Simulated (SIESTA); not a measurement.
# Cu under changes of volume

One of the cells (11.994 Å³/atom); the others are scaled copies at fixed shape and fractional positions:

```
Cu
1.0
     1.21846   -3.97638    0.00000
     1.21846    3.97638    0.00000
     0.00000    0.00000    2.47550
Cu
2
Direct
  0.86613 0.13387 0.75000
  0.13387 0.86613 0.25000
```

This isn't the form of Cu at room conditions, which is fcc.

```yaml
Program: SIESTA 5.4.2
Functional: PBEsol
Potentials_or_basis: PseudoDojo 0.4 standard (PBEsol files)
Basis: DZP (energy shift 0.003 Ry; two zetas on semicore shells)
Grid_cutoff: 800 Ry
Energy_shift: 0.003 Ry
k_mesh: 11 × 11 × 11
Occupations: fermi-dirac, width 0.05 eV
Spin: no spin polarisation
```

| volume (Å³/atom) | energy over the lowest point (meV/atom) | pressure (GPa) | largest force (eV/Å) |
| --- | --- | --- | --- |
| 11.274 | 14.64 | 9.0 | 0.081 |
| 11.514 | 4.47 | 4.8 | 0.055 |
| 11.754 | 0.00 | 1.4 | 0.027 |
| 11.994 | 0.38 | -1.8 | 0.009 |
| 12.234 | ? | ? | ? |
| 12.474 | 14.86 | -7.3 | 0.058 |
| 12.714 | 27.51 | -9.5 | 0.072 |

Problem. What does the run at 12.234 Å³/atom give?

Solution. Energy over the lowest point 5.55 meV/atom; pressure -4.9 GPa; largest force 0.036 eV/Å.

Worked out: A Birch-Murnaghan fit of order 3 (a polynomial in V^(-2/3)) to the other rows has its minimum at 11.84 Å³/atom with B0 = V·E''(V) = 160 GPa and B' = 4.6 at fixed shape and positions, which overstates the stiffness. It gives 5.61 meV/atom at 12.234 Å³/atom, against the run's 5.55, and -dE/dV = -4.8 GPa, against -4.9.

Energies are extrapolated to zero smearing.

Caveats: short orbitals over semicore shells can move pressures by several GPa; the basis of atomic orbitals isn't converged, which shifts pressures, moduli and gaps.
